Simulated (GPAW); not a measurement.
Crystal: CuI.

```
I Cu
1.0
     4.09020    0.00000    0.00000
     0.00000    4.09020    0.00000
     0.00000    0.00000    6.55146
I Cu
2 2
Direct
  0.00000 0.50000 0.74303
  0.50000 0.00000 0.25697
  0.00000 0.00000 0.00000
  0.50000 0.50000 0.00000
```

Measurements of this composition are mostly on another form, of space group No. 216.

Base run:

- Program: GPAW 26.7.0
- Functional: PBEsol
- Potentials or basis: PAW data sets generated in the run's folder for this functional
- Cutoff: 600 eV
- Basis: pw
- k mesh: 6 × 6 × 4
- Occupations: fermi-dirac, width 0.05 eV
- Spin: no spin polarisation
- Hubbard terms: Cu d U = 2 eV

Its results: band gap on the k mesh 1.73 eV, direct; pressure -0.6 GPa; largest force 0.045 eV/Å.

Question: After a change of settings the same cell gave: band gap on the k mesh 1.96 eV, direct; pressure -0.3 GPa; largest force 0.019 eV/Å. Which change was it?
A. hubbard terms from Cu d U = 2 eV to Cu d U = 8 eV
B. hubbard terms from Cu d U = 2 eV to none
C. cutoff from 600 eV to 450 eV; k mesh from 6 × 6 × 4 to 5 × 5 × 4; hubbard terms from Cu d U = 2 eV to none
D. hubbard terms from Cu d U = 2 eV to Cu d U = 4 eV

Answer: D.

Caveats: with this Cu data set, volumes or pressures lay over 1.5 % or 2 GPa off other programs in two to four cells of ten; spin-orbit coupling is left out, which moves the levels of the heavy elements; this functional lacks dispersion, which binds the layers, so the pressure and a relaxed spacing across them are unreliable.
